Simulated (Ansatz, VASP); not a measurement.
# Cu in VASP and in Ansatz

```
CELL_PARAMETERS angstrom
0.00000 1.84295 1.84295
1.84295 0.00000 1.84295
1.84295 1.84295 0.00000
ATOMIC_POSITIONS crystal
Cu 0.00000 0.00000 0.00000
```

Change from the starting cell: volume scaled by 1.06.

Alike in both runs: task single point; functional PBEsol; k mesh 17 × 17 × 17; occupations fermi-dirac, width 0.03 eV; no spin polarisation.

```csv
,VASP,Ansatz
version,VASP 6.6.1,Ansatz 0.2.0
potentials or method,"VASP PAW PBE potentials, release 64 (Cu), cutoff 520 eV","all-electron LAPW, scalar-relativistic"
```

|  | VASP | Ansatz | Ansatz less VASP |
| --- | --- | --- | --- |
| pressure (GPa) | -12.7 | -13.4 | -0.67 |

Ansatz ran all-electron here, so the differences hold the error of VASP's frozen core and of both bases.

Caveats: the PAW data sets were made with another functional, which shifts forces and pressure a little (VASP).
